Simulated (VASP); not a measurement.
# Cu: convergence, energy difference of two geometries

Cu, Fm-3m (no. 225), 1 atom in the cell. LDA, energy difference of two geometries; PAW potentials Cu (LDA set). VASP 6.6.1.

Wanted: energy difference within 2.5 meV/atom.

What the run is for: energy difference; Accuracy asked: screening; Second geometry: volume scaled by 0.94.

The series start from Plane-wave cutoff (eV): 380; Smearing width (eV): 0.07; k-point mesh: 17 × 17 × 17; Precision mode (PREC): Accurate; Electronic threshold (eV): 1e-6; Aspherical gradient terms in the spheres (LASPH): yes; Electronic algorithm: ALGO=Normal. Each series keeps the choices made before it, and each single choice may use up half of a tolerance. Times cover all steps of a run.

## Plane-wave cutoff (eV)

| Plane-wave cutoff (eV) | Energy difference (meV/atom) | Time (s) |
|---|---|---|
| 240 | -19.9 | 4.5 |
| 300 | -33.2 | 4.7 |
| 340 | -33.8 | 5.7 |
| 380 | -33.8 | 5.7 |
| 440 | -33.7 | 12 |
| 520 | -33.7 | 14 |
| 620 (reference) | -33.8 | 15 |

Chosen: 300, the loosest value from which every tighter one stays within half of the tolerance.

## Smearing width (eV)

| Smearing width (eV) | Energy difference (meV/atom) | Time (s) |
|---|---|---|
| 0.3 | -32.7 | 4.9 |
| 0.2 | -33.0 | 4.6 |
| 0.15 | -33.2 | 4.8 |
| 0.1 | -33.3 | 4.8 |
| 0.07 | -33.2 | 4.7 |
| 0.04 (reference) | -33.2 | 4.5 |

Chosen: 0.3.

## k-point mesh

| k-point mesh | Energy difference (meV/atom) | Time (s) |
|---|---|---|
| 6 × 6 × 6 | -27.6 | 1.7 |
| 7 × 7 × 7 | -33.4 | 2.0 |
| 9 × 9 × 9 | -32.3 | 2.3 |
| 11 × 11 × 11 | -33.8 | 2.6 |
| 14 × 14 × 14 | -32.0 | 3.5 |
| 17 × 17 × 17 | -32.7 | 4.9 |
| 21 × 21 × 21 | -32.7 | 7.2 |
| 25 × 25 × 25 (reference) | -32.5 | 9.8 |

Chosen: 14 × 14 × 14.

## Precision mode (PREC)

| Precision mode (PREC) | Energy difference (meV/atom) | Time (s) |
|---|---|---|
| SingleN | -28.5 | 2.8 |
| Normal | -32.2 | 2.9 |
| Single | -30.8 | 3.4 |
| Accurate (reference) | -32.0 | 3.5 |

Chosen: Normal.

## Electronic threshold (eV)

| Electronic threshold (eV) | Energy difference (meV/atom) | Time (s) |
|---|---|---|
| 0.001 | -32.2 | 2.7 |
| 0.0001 | -32.2 | 2.8 |
| 1e-5 | -32.2 | 3.0 |
| 1e-6 | -32.2 | 2.9 |
| 1e-7 | -32.2 | 3.1 |
| 1e-8 (reference) | -32.2 | 3.5 |

Chosen: 0.001.

## Aspherical gradient terms in the spheres (LASPH)

| Aspherical gradient terms in the spheres (LASPH) | Energy difference (meV/atom) | Time (s) |
|---|---|---|
| no | -32.2 | 2.5 |
| yes (reference) | -32.2 | 2.7 |

Chosen: no.

## Electronic algorithm

| Electronic algorithm | Energy difference (meV/atom) | Time (s) |
|---|---|---|
| ALGO=Normal | -32.2 | 2.5 |
| ALGO=Fast | -32.2 | 2.6 |
| ALGO=VeryFast | -32.2 | 3.2 |
| ALGO=All ISEARCH=1 | -32.2 | 3.2 |
| ALGO=All ISEARCH=0 | -32.2 | 2.9 |
| ALGO=Damped TIME=0.4 | -31.7 | 3.5 |
| ALGO=Damped TIME=0.1 | -32.8 | 3.5 |

Chosen: ALGO=Normal; no other choice that stays within half of the tolerance saves 30 % of the time.

## All choices together

| Input | Energy difference (meV/atom) | Time (s) |
|---|---|---|
| the program's defaults (naive) | -33.4 | 1.4 |
| chosen settings | -32.2 | 2.5 |
| reference settings throughout | -32.9 | 38 |

The tolerance is met.

## The input

INCAR:
```
GGA = CA
ISMEAR = 0
SIGMA = 0.3
LWAVE = False
LCHARG = False
ISIF = 2
PREC = Normal
LASPH = False
LREAL = False
ALGO = Normal
EDIFF = 0.001
NELM = 120
GGA_COMPAT = False
ENCUT = 300
```

KPOINTS:
```
Automatic mesh
0
Gamma
  14 14 14
  0 0 0
```

POSCAR.step1:
```
Cu
1.0
    0.0000000000      1.8075000000      1.8075000000
    1.8075000000      0.0000000000      1.8075000000
    1.8075000000      1.8075000000      0.0000000000
Cu
1
Direct
    0.0000000000      0.0000000000      0.0000000000
```

POSCAR.step2:
```
Cu
1.0
    0.0000000000      1.7706018915      1.7706018915
    1.7706018915      0.0000000000      1.7706018915
    1.7706018915      1.7706018915      0.0000000000
Cu
1
Direct
    0.0000000000      0.0000000000      0.0000000000
```

Commands (each step's output is kept before the next begins):
```
cat potpaw_LDA.64/Cu/POTCAR > POTCAR
cp POSCAR.step1 POSCAR
mpirun -np 1 vasp_std > vasp.out
cp POSCAR.step2 POSCAR
mpirun -np 1 vasp_std > vasp.out
```

The naive input happens to agree within the tolerance here, in 1.4 s.

The chosen input took VASP 6.6.1 2.5 s on 1 core (Intel Xeon 6975P-C (Granite Rapids)), a shared host.

## An input that fails: too few electronic steps

The electronic loop stops at its limit of 5 steps.

Changes against the starting input:
```
- NELM = 120
+ NELM = 5
```
